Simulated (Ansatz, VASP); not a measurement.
**One calculation of Fe, two programs**

The input POSCAR:

```
Fe
1.0
   -1.4345540696      1.4345540696      1.4345540696
    1.4345540696     -1.4345540696      1.4345540696
    1.4345540696      1.4345540696     -1.4345540696
Fe
1
Direct
    0.0000000000      0.0000000000      0.0000000000
```

INCAR.step1

```
SYSTEM = Fe
PREC = Accurate ; ENCUT = 520
ISMEAR = -1 ; SIGMA = 0.05
LREAL = .False. ; LASPH = .True.
NELM = 150 ; ISPIN = 2
MAGMOM = 2.804 ; LMAXMIX = 4
NBANDS = 14 ; GGA = PE
ALGO = Normal ; EDIFF = 1E-4
LWAVE = .True. ; LCHARG = .False.
```

File INCAR.step2:

```
SYSTEM = Fe
PREC = Accurate ; ENCUT = 520
EDIFF = 1E-6 ; ISMEAR = -1
SIGMA = 0.05 ; LREAL = .False.
LASPH = .True. ; NELM = 150
ALGO = Normal ; ISIF = 2
LWAVE = .False. ; LCHARG = .True.
ISPIN = 2 ; MAGMOM = 2.804
LORBIT = 11 ; LMAXMIX = 4
METAGGA = R2SCAN ; LMIXTAU = .True.
LELF = .True. ; LVHAR = .True.
NBANDS = 14 ; ISTART = 1
```

The input KPOINTS:

```
regular mesh
0
Gamma
  2 2 2
  0 0 0
```

Input for Ansatz:

```yaml
crystal:
  lattice:
    - [-1.4345540696, 1.4345540696, 1.4345540696]
    - [1.4345540696, -1.4345540696, 1.4345540696]
    - [1.4345540696, 1.4345540696, -1.4345540696]
  atoms:
    - { symbol: Fe, position: [0.0, 0.0, 0.0], spin: 2.804 }
hamiltonian:
  xc: r2scan
  pseudopotentials:
    kind: paw
    azcp:
      Fe: "pseudopotentials/Fe.paw.azcp"
basis:
  ecutwfc: 500
  fft_grid_basis: typed
kpoints:
  mp_grid: { grid: [2, 2, 2], shift: [0, 0, 0] }
magnetization:
  spin_polarized: true
scf:
  occupations: { method: fermi_dirac, width: 0.05 }
  lower_state_search: "off"
output:
  stress: true
  write_density: true
  write_potential: true
  elf: true
  volumetric_format: npy
```

Alike in both runs: task single point; functional r2SCAN; k mesh 2 × 2 × 2; occupations fermi-dirac, width 0.05 eV; collinear spin.

|  | VASP | Ansatz |
| --- | --- | --- |
| version | VASP 6.6.1 | Ansatz 0.2.0 |
| potentials or method | VASP PAW PBE potentials, release 64 (Fe) | plane waves (500 eV) with PAW, scalar-relativistic |
| plane-wave cutoff (eV) | 520 | 500 |
| valence electrons in the cell | 8 | 16 |

```csv
,VASP,Ansatz,Ansatz less VASP
pressure (GPa),18.7,18.8,+0.14
net moment per atom (μB),3.75,3.75,0.000
size of the moment on the site where the two differ most (μB),3.47,3.28,-0.197
```

Site moments also hang on the region over which each program counts them. With one functional, cell and mesh, what is left measures potentials, basis and numerics. The two sets of potentials don't hold the same shells in valence. Ansatz warned: «stability_check_not_made».

Caveats: the k mesh is coarse (spacing up to 1.55 Å⁻¹), so the values aren't converged; so large a pressure means that the cell lies far from this level's equilibrium, or that cutoff or potentials fall short (VASP); the potentials were made for another functional, which shifts forces and pressure (VASP).
